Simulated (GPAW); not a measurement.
SiC (Moissanite):

```
CELL_PARAMETERS angstrom
3.07600 0.00000 0.00000
-1.53800 2.66389 0.00000
0.00000 0.00000 5.04800
ATOMIC_POSITIONS crystal
Si 0.66667 0.33333 0.50000
Si 0.33333 0.66667 0.00000
C 0.66667 0.33333 0.88500
C 0.33333 0.66667 0.38500
```

| Item | Value |
| --- | --- |
| Program | GPAW 26.7.0 |
| Task | relaxation of cell and atoms |
| Functional | PBEsol |
| Dispersion | D3(BJ) |
| Potentials or basis | PAW data sets generated in the run's folder for this functional |
| Cutoff | 800 eV |
| Basis | pw |
| k mesh | 7 × 7 × 4 |
| Occupations | fermi-dirac, width 0.05 eV |
| Spin | no spin polarisation |

At the start: pressure -2.3 GPa; volume 10.34 Å³/atom.

Problem. How do energy, volume and symmetry change on relaxing?

Solution. Over 27 steps the energy falls by 9.9 meV/atom and the volume is 10.23 Å³/atom (-1.1 %); space group P6_3mc (No. 186, to 0.05 Å).

Step by step:
```csv
step,energy change (eV),largest force (eV/Å),pressure (GPa),volume (Å³)
1,0.0000,0.7580,-2.33,41.36
2,-0.0207,0.5227,-2.23,41.32
3,-0.0377,0.0803,-1.87,41.22
4,-0.0295,0.4343,-0.97,41.07
5,-0.0314,0.3884,-0.95,41.06
6,-0.0345,0.3027,-0.92,41.05
7,-0.0375,0.1878,-0.85,41.04
8,-0.0393,0.0575,-0.75,41.02
9,-0.0394,0.0728,-0.59,40.99
10,-0.0394,0.0711,-0.58,40.99
11,-0.0394,0.0679,-0.57,40.99
12,-0.0395,0.0631,-0.56,40.99
13,-0.0395,0.0568,-0.55,40.98
14,-0.0396,0.0493,-0.53,40.98
15,-0.0396,0.0407,-0.51,40.98
16,-0.0396,0.0312,-0.48,40.97
17,-0.0397,0.0201,-0.44,40.96
18,-0.0397,0.0076,-0.40,40.96
19,-0.0397,0.0056,-0.34,40.95
20,-0.0397,0.0176,-0.27,40.93
21,-0.0397,0.0269,-0.19,40.92
22,-0.0397,0.0265,-0.19,40.92
23,-0.0397,0.0256,-0.19,40.92
24,-0.0397,0.0243,-0.18,40.92
25,-0.0397,0.0226,-0.18,40.92
26,-0.0397,0.0206,-0.18,40.92
27,-0.0397,0.0182,-0.17,40.92
```

Final structure:
```cif
data_structure
_symmetry_space_group_name_H-M 'P 1'
_symmetry_Int_Tables_number 1
_cell_length_a 3.0656
_cell_length_b 3.0656
_cell_length_c 5.0272
_cell_angle_alpha 90.000
_cell_angle_beta 90.000
_cell_angle_gamma 120.000
_cell_volume 40.92
loop_
_atom_site_label
_atom_site_type_symbol
_atom_site_fract_x
_atom_site_fract_y
_atom_site_fract_z
_atom_site_occupancy
Si1 Si 0.66667 0.33333 0.50466 1
Si2 Si 0.33333 0.66667 0.00466 1
C1 C 0.66667 0.33333 0.88034 1
C2 C 0.33333 0.66667 0.38034 1
```

Caveat: later steps reuse the first step's grids.
